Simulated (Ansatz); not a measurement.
## SiO₂: pressure against volume

SiO₂, I4/mmm, a = 9.011 Å, c = 5.273 Å. This isn't the usual stable structure of the compound. Ansatz: PBE, PAW, 420 eV, Γ-centred 6×6×6 mesh on 12 atoms, Gaussian smearing 0.02 eV; no spin polarisation. Shape and atoms are relaxed at each volume; pressure is positive in compression.

```tsv
V (Å³/atom)	P (GPa)
15.697	?
16.233	13.55
16.768	8.54
17.303	4.01
17.838	-0.03
18.373	-3.59
18.908	-6.72
19.622	-10.27
```

Question: Take V0 = 17.838 Å³/atom, count pressures from its P0 = -0.03 GPa, fit the third-order Birch–Murnaghan form to the other rows, and predict the missing pressure.

Answer: With the Eulerian strain f = ½[(V0/V)^(2/3) − 1] and y = (P − P0)/[3f(1 + 2f)^(5/2)], the form is the line y = B0 + 1.5 B0 (B0′ − 4) f. Rows (f, y): 0.03244, 119.2; 0.02105, 122.4; 0.01025, 124.9; -0.00975, 127.9; -0.01905, 129.0; -0.03078, 130.0. Means f = 0.0006933, y = 125.57; Σ(Δf)² = 0.003003, ΣΔfΔy = -0.5046; the slope is their ratio. y = 125.7 − 168.0 f GPa, so B0 = 125.7 GPa and B0′ = 4 + 2 × (-168.0)/(3 × 125.7) = 3.11. At V = 15.697, f = 0.04449, y = 118.23 and P = 19.50 GPa. The run gave 18.92 GPa, so the fit is 0.58 GPa too high, 2 % of the span of the series, against an rms of 0.06 GPa on the fitted rows. The row lies outside the fitted range. The points of y bend away from a line: a fourth-order term fitted to them gives P = 19.06 GPa at this row's volume (the line 19.50, the run 18.92).